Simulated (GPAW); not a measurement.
**Se: equation of state with PBE**

Crystal: Se.

```
Se
1.0
     2.81056    0.00000    0.00000
     0.00000    2.81056    0.00000
     0.00000    0.00000    2.81056
Se
1
Direct
  0.00000 0.00000 0.00000
```

This isn't the form of Se at room conditions, which is trigonal, of chains.

```yaml
Program: GPAW 26.7.0
Task: equation of state
Functional: PBE
Potentials_or_basis: GPAW PAW data sets (gpaw-data 1.2.1)
Cutoff: 600 eV
Basis: pw
k_mesh: 9 × 9 × 9
Occupations: fermi-dirac, width 0.05 eV
Spin: no spin polarisation
Maxiter: 150
Eos_scales: "[0.94, 0.96, 0.98, 1.0, 1.02, 1.04, 1.06]"
```

| Property | Result |
| --- | --- |
| Equilibrium volume | 22.79 Å³/atom |
| Bulk modulus | 69 GPa |
| Pressure derivative of the bulk modulus | 4.3 |

Energy against volume, from the lowest point:
```csv
volume (Å³/atom),energy (meV/atom)
20.869,40.49
21.313,22.95
21.757,10.70
22.201,3.20
22.645,0.00
23.089,0.68
23.533,4.82
```

Wall time 31 s on 1 thread of Arm Neoverse V1, with other jobs on the host, peak memory 0.17 GiB.
